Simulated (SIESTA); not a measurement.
Runs of SIESTA 5.4.2 on Sb. The cell holds a slab with vacuum, 4 atoms: a = 3.160 Å, b = 3.160 Å, c = 24.480 Å, α = 90.00°, β = 90.00°, γ = 90.00°. 

| potentials or basis | gap on the mesh (eV) | largest force (eV/Å) |
| --- | --- | --- |
| PseudoDojo 0.4 standard (PBE files), SZ (energy shift 0.003 Ry) | none | 0.35 |
| PseudoDojo 0.4 standard (PBE files), DZP (energy shift 0.003 Ry; two zetas on semicore shells) | none | 0.48 |
| PseudoDojo 0.4 standard (PBE files), SZP (energy shift 0.003 Ry) | none | (b) |
| PseudoDojo 0.4 standard (PBE files), TZDP (energy shift 0.003 Ry; two zetas on semicore shells) | none | (a) |
| PseudoDojo 0.4 standard (PBE files), DZ (energy shift 0.003 Ry; two zetas on semicore shells) | none | 0.44 |

Alike in all rows: task band structure; level PBE; no spin polarisation; cell as given; k mesh 8 × 8 × 1; smearing fermi-dirac 0.05 eV; grid cutoff 500 Ry; energy shift 0.003 Ry.

Task: Estimate the missing entries.

Result: (a) 0.50; (b) 0.46.

Caveats: spin-orbit coupling is left out, which moves the levels of the heavy elements; the basis of atomic orbitals isn't converged, which shifts pressures, moduli and gaps; the basis has no polarisation orbitals (some runs).

A k mesh can miss the band edges, and the runs leave out spin-orbit coupling on Sb.

A gap of «none» marks a metal or a gap under the smearing width.
